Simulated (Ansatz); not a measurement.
# ZrS: changing the dispersion correction

The cell as given:

Space group Fm-3m (No. 225). a = 5.250 Å, b = 5.250 Å, c = 5.250 Å, α = 90.00°, β = 90.00°, γ = 90.00°
```tsv
atom	site	symmetry	x	y	z
Zr	4a	m-3m	0.0000	0.0000	0.0000
S	4b	m-3m	0.5000	0.0000	0.0000
```

Kept alike: task relaxation of cell and atoms; functional PBEsol; k mesh 9 × 9 × 9; occupations fermi-dirac, width 0.05 eV; no spin polarisation. Program: Ansatz, Ansatz PAW, cutoff 420 eV. The mesh is that of the run's cell of 2 atoms. No spin-orbit coupling.

```csv
dispersion correction,volume (Å³/atom)
D3(BJ),16.680
D3(BJ)-ATM,16.765
D4,17.021
none,17.228
```

The relaxations keep at least the cell's symmetry (Fm-3m). For a metal such a mesh leaves the last digits unconverged. Relaxations stop with a little pressure left, so the last digits of a volume or edge aren't settled. All rows use potentials made for PBE.

**Question.** What does the dispersion correction change here?

**Answer.** The volume runs from 16.680 (D3(BJ)) to 17.228 Å³/atom (none). Against no correction: D3(BJ) -3.2 %; D3(BJ)-ATM -2.7 %; D4 -1.2 %. Dispersion terms mostly attract and so lower the volume; the schemes' coefficients and damping set how far.
